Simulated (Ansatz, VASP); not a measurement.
# GaP: VASP beside Ansatz

```
Ga P
1.0
     0.00000    2.61491    2.68372
     2.61491    0.00000    2.68372
     2.61491    2.61491    0.00000
Ga P
1 1
Direct
  0.00000 0.00000 0.00000
  0.75000 0.75000 0.75000
```

Change from the starting cell: strain -0.050 along x and y, -0.025 along z, atoms carried along.

Alike in both runs: task single point; functional PBE; k mesh 8 × 8 × 8; occupations gaussian, width 0.05 eV; no spin polarisation.

|  | VASP | Ansatz |
| --- | --- | --- |
| version | VASP 6.6.1 | Ansatz 0.2.0 |
| potentials or method | VASP PAW PBE potentials, release 64 (Ga_d, P) | scalar-relativistic, plane waves, PAW |
| plane-wave cutoff (eV) | 520 | 420 |
| valence electrons in the cell | 18 | 18 |

```tsv
	VASP	Ansatz	Ansatz less VASP
gap on the k mesh at the Fermi level (eV)	1.31	1.31	-0.001
least direct gap on the mesh (eV)	2.60	2.59	-0.002
pressure (GPa)	13.0	13.1	+0.17
largest component of the traceless stress (GPa)	1.33	1.32	-0.005
```

With one functional, cell and mesh, what is left measures potentials, basis and numerics.

A k mesh can miss the band edges.
